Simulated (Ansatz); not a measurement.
## ZrO2 with a Zr vacancy: gradients before and after relaxing the atoms

Start: a supercell of ZrO2 (fluorite type, Fm-3m) built from an entry of the Crystallography Open Database (COD) (the entry's cell lengths or inner coordinates differ somewhat from later room-temperature determinations), with all atoms left at the host's positions.

```cif
data_structure
_symmetry_space_group_name_H-M 'P 1'
_symmetry_Int_Tables_number 1
_cell_length_a 7.1701
_cell_length_b 7.1701
_cell_length_c 7.1701
_cell_angle_alpha 60.000
_cell_angle_beta 60.000
_cell_angle_gamma 60.000
_cell_volume 260.65
loop_
_atom_site_label
_atom_site_type_symbol
_atom_site_fract_x
_atom_site_fract_y
_atom_site_fract_z
_atom_site_occupancy
Zr1 Zr 0.00000 0.00000 0.50000 1
Zr2 Zr 0.00000 0.50000 0.00000 1
Zr3 Zr 0.00000 0.50000 0.50000 1
Zr4 Zr 0.50000 0.00000 0.00000 1
Zr5 Zr 0.50000 0.00000 0.50000 1
Zr6 Zr 0.50000 0.50000 0.00000 1
Zr7 Zr 0.50000 0.50000 0.50000 1
O8 O 0.12500 0.12500 0.12500 1
O9 O 0.12500 0.12500 0.62500 1
O10 O 0.12500 0.62500 0.12500 1
O11 O 0.12500 0.62500 0.62500 1
O12 O 0.62500 0.12500 0.12500 1
O13 O 0.62500 0.12500 0.62500 1
O14 O 0.62500 0.62500 0.12500 1
O15 O 0.62500 0.62500 0.62500 1
O16 O 0.37500 0.37500 0.37500 1
O17 O 0.37500 0.37500 0.87500 1
O18 O 0.37500 0.87500 0.37500 1
O19 O 0.37500 0.87500 0.87500 1
O20 O 0.87500 0.37500 0.37500 1
O21 O 0.87500 0.37500 0.87500 1
O22 O 0.87500 0.87500 0.37500 1
O23 O 0.87500 0.87500 0.87500 1
```

Sites (sets of like atoms) are named by element and the number of their first atom in this list.

Computed with Ansatz: DFT, PBE, plane waves and PAW, scalar-relativistic, collinear spin, 420 eV cutoff, Γ-centred 3×3×3 k-points, Fermi–Dirac smearing 0.01 eV, cell charge -2. Start moments as typed (μB): 0 0 0 0 0 0 0 0.5 0.5 0.5 0 0.5 0 0 0 0 0 0 0.5 0 0.5 0.5 0.5 by atom.

The largest force at the start is 1.5 eV/Å. Relaxing the ions at fixed cell moves them by 0.149 Å at most (atom 8, O) and 0.093 Å rms. End positions:

```
CELL_PARAMETERS angstrom
0.00000 5.07000 5.07000
5.07000 0.00000 5.07000
5.07000 5.07000 0.00000
ATOMIC_POSITIONS crystal
Zr 0.00000 0.00000 0.50000
Zr 0.00000 0.50000 0.00000
Zr 0.00000 0.50000 0.50000
Zr 0.50000 0.00000 0.00000
Zr 0.50000 0.00000 0.50000
Zr 0.50000 0.50000 0.00000
Zr 0.50000 0.50000 0.50000
O 0.13348 0.13348 0.13348
O 0.13348 0.13348 0.59957
O 0.13348 0.59957 0.13348
O 0.13364 0.62212 0.62212
O 0.59957 0.13348 0.13348
O 0.62212 0.13364 0.62212
O 0.62212 0.62212 0.13364
O 0.62212 0.62212 0.62212
O 0.37788 0.37788 0.37788
O 0.37788 0.37788 0.86636
O 0.37788 0.86636 0.37788
O 0.40043 0.86652 0.86652
O 0.86636 0.37788 0.37788
O 0.86652 0.40043 0.86652
O 0.86652 0.86652 0.40043
O 0.86652 0.86652 0.86652
```

```csv
site,atom,moved (Å),first shell before,first shell after,V_zz before (10²¹ V/m²),η before
Zr1,1,0.000,8 O at 2.20 Å,8 O at 2.15–2.21 Å,2.53,0.91
O8,8,0.149,3 Zr at 2.20 Å,3 Zr at 2.15 Å,2.81,0.00
O11,11,0.051,4 Zr at 2.20 Å,4 Zr at 2.14–2.21 Å,0.25,0.00
```

Problem. What are V_zz and η after the relaxation?

Solution. 

| site | atom | V_zz after | η after | change of V_zz |
| --- | --- | --- | --- | --- |
| Zr1 | 1 | 5.59 | 0.09 | +3.06 |
| O8 | 8 | 1.93 | 0.00 | -0.88 |
| O11 | 11 | -0.69 | 0.00 | -0.94 |

The largest change of V_zz is on Zr1, from 2.53 to 5.59. In per cent, |V_zz| changes by +121 on Zr, -31 on O (all sites that start above 2). On Zr1 V_xx and V_yy change places (or their axes turn by over 50°), so the two values of η hide a larger change. V_zz changes sign on O11 (same axis). Sites without a gradient aren't listed. The electronic state changes along with the positions (absolute moment from 2.2 to 1.5 μB), so the changes aren't those of geometry alone.

The defect repeats with the cell of 23 atoms, so it feels its images: sites between two images don't show the values beside a lone defect, and zeros or small values of η there can come from the images' arrangement. This high-symmetry form of ZrO2 is unstable when cold, to shifts of the oxygen columns, towards the tetragonal form. The symmetry of the cell holds that distortion back, wholly or in part, and it would change the field gradients, the more the larger the distortion. A uniform background compensates the cell's charge. The defect cell has no gap above 0.1 eV on its mesh, so the values can hang on the smearing and the k-mesh. Without spin–orbit coupling (the program notes it for Zr) the gradients can shift somewhat, as the gap is small.
Before: The neighbours have not yet relaxed around the defect (largest force 1.5 eV/Å), so a real crystal will differ.
After: The relaxation keeps the symmetry of the vacancy's site, so distortions that break it, Jahn–Teller ones too, aren't explored.
